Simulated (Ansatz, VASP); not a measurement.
Two plane-wave programs on Mg2Ge

The input INCAR:

```
SYSTEM = Mg2Ge
PREC = Accurate
ENCUT = 600
EDIFF = 1E-7
ISMEAR = 0
SIGMA = 0.01
LREAL = .FALSE.
LASPH = .TRUE.
NELM = 60
ALGO = Fast
ISIF = 3
LWAVE = .FALSE.
LCHARG = .FALSE.
GGA = PE
IVDW = 12
IBRION = 2
NSW = 100
EDIFFG = -0.01
```

Contents of KPOINTS:

```
Automatic mesh
0
G
  10 10 10
  0 0 0
```

POSCAR

```
Mg2Ge
1.0
    0.0000000000      3.1842958900      3.1842958900
    3.1842958900      0.0000000000      3.1842958900
    3.1842958900      3.1842958900      0.0000000000
Mg Ge
2 1
Direct
    0.7500000000      0.7500000000      0.7500000000
    0.2500000000      0.2500000000      0.2500000000
    0.0000000000      0.0000000000      0.0000000000
```

Input for Ansatz:

```yaml
crystal:
  lattice:
    - [0.0, 3.18429589, 3.18429589]
    - [3.18429589, 0.0, 3.18429589]
    - [3.18429589, 3.18429589, 0.0]
  atoms:
    - { symbol: Mg, position: [0.75, 0.75, 0.75] }
    - { symbol: Mg, position: [0.25, 0.25, 0.25] }
    - { symbol: Ge, position: [0.0, 0.0, 0.0] }
basis:
  ecutwfc: 420
kpoints:
  mp_grid: { grid: [10, 10, 10] }
hamiltonian:
  xc: pbe
  dispersion: d3bj
scf:
  occupations: { method: gaussian, width: 0.01 }
output:
  forces: true
  stress: true
  eigenvalues: true
  write_density: true
  write_potential: true
  elf: true
  volumetric_format: npy
relax:
  adjacent_minimum: "off"
  f_tol: 0.01
  max_steps: 80
  cell: { stress_tol: 0.05 }
```

Alike in both runs: task relaxation of cell and atoms; functional PBE; dispersion D3(BJ); k mesh 10 × 10 × 10; occupations gaussian, width 0.01 eV; no spin polarisation.

```csv
,VASP,Ansatz
version,VASP 6.6.1,Ansatz 0.2.0
potentials or method,"VASP PAW PBE potentials, release 64 (Mg, Ge_d)","scalar-relativistic, plane waves, PAW"
plane-wave cutoff (eV),600,420
valence electrons in the cell,18,34
```

```tsv
	VASP	Ansatz	Ansatz less VASP
gap on the k mesh at the Fermi level, each at its own relaxed structure (eV)	0.12	0.12	+0.006
relaxed volume (Å³/atom)	21.01	21.08	+0.070
relaxed cell length with the largest relative difference (Å)	4.467	4.472	+0.0050
energy change over the relaxation (meV/atom)	-2	-2	+0.4
```

The two sets of potentials don't hold the same shells in valence.

A k mesh can miss the band edges. Expect the measured gap to be larger: semilocal functionals such as PBE lack the derivative discontinuity.
